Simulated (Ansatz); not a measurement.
**Mechanical response of GaN (F-43m)**

```
Ga N
1.0
     0.00000    2.24914    2.24914
     2.24914    0.00000    2.24914
     2.24914    2.24914    0.00000
Ga N
1 1
Direct
  0.00000 0.00000 0.00000
  0.25000 0.25000 0.25000
```

The conventional cell has a = 4.498 Å, b = 4.498 Å, c = 4.498 Å, α = 90.00°, β = 90.00°, γ = 90.00°. Ga (atom 1) has 4 N at 1.95 Å as nearest neighbours. N (atom 2) is surrounded by 4 Ga at 1.95 Å.

Level of theory, where no other is named: PBEsol, all-electron LAPW in Ansatz 0.2.0, scalar-relativistic. k mesh 8×8×8, fixed occupations, basis error target 1 meV/atom. The cell was relaxed by PAW under this functional. The structure is one entry of a database and needn't be the stable phase.

The cell is cubic and carries a residual pressure of -0.05 GPa at this level. Each strain component that symmetry leaves independent is applied at ±0.008, the ions relax wherever a strain frees them, and the stress (tension positive, GPa) is read. Shears are engineering strains, γ = 2ε.

```json
{"strain": "xx", "size": "-0.008", "σxx": "-2.1335", "σyy": "-1.1628", "σzz": "-1.1628", "σyz": "0.0000", "σxz": "0.0000", "σxy": "0.0000"}
{"strain": "xx", "size": "+0.008", "σxx": "2.2010", "σyy": "1.1892", "σzz": "1.1892", "σyz": "0.0000", "σxz": "0.0000", "σxy": "0.0000"}
{"strain": "yz", "size": "-0.008", "σxx": "0.0491", "σyy": "0.0424", "σzz": "0.0424", "σyz": "-1.2162", "σxz": "0.0000", "σxy": "0.0000"}
{"strain": "yz", "size": "+0.008", "σxx": "0.0491", "σyy": "0.0424", "σzz": "0.0424", "σyz": "1.2162", "σxz": "0.0000", "σxy": "0.0000"}
```

A central difference gives one constant, for example C11 ≈ (2.2010 − (-2.1335))/(0.016) = 270.9 GPa; the program then imposes the crystal's symmetry on the whole matrix.

(1) What are the independent elastic constants?

(2) Do they meet the Born conditions?

(3) What moduli does a random aggregate of grains have?

(4) With the density of 6.110 g/cm³, how fast does sound travel, and what Debye temperature follows?

(5) How far do the constants move if PAW replaces LAPW in the same cell?

Answers

(1) C11 = 270.9, C12 = 147.0, C44 = 152.0 GPa.

(2) C11 − C12 = 123.9, C11 + 2C12 = 564.9 and C44 = 152.0 GPa must all be positive, so the crystal is elastically stable; that says nothing yet of its phonons.

(3) B = (C11 + 2C12)/3 = 188.3 GPa. G_V = (C11 − C12 + 3C44)/5 = 116.0 and G_R = 5(C11 − C12)C44/(4C44 + 3(C11 − C12)) = 96.1, so G_H = 106.1 GPa. Then E = 9BG/(3B + G) = 267.9 GPa, ν = (3B − 2G)/(6B + 2G) = 0.263 and B/G = 1.78, on the ductile side of Pugh's 1.75 (a rule of thumb, made for metals; it doesn't predict ductility here).

(4) 

```
direction  slow (m/s)  middle (m/s)  fast (m/s)
    [100]        4988          4988        6659
    [110]        3184          4988        7686
    [111]        3880          3880        8000
```

The mean of v⁻³ over directions and branches gives v_m = 4563 m/s and θ_D = (ħ/k_B) v_m (6π²n)^(1/3) = 604 K, n being atoms per volume. Young's modulus spans 167 to 359 GPa over directions, and the universal anisotropy index is 1.03.

(5) 

```tsv
constant	LAPW (GPa)	PAW (GPa)	difference
C11	270.9	270.1	-0.8
C12	147.0	147.0	0.0
C44	152.0	151.6	-0.4
```

Caveats: constants at zero field, no piezoelectric stiffening; the frozen-core PAW files of the compared runs were fitted under PBE, their cores solved anew for this functional.
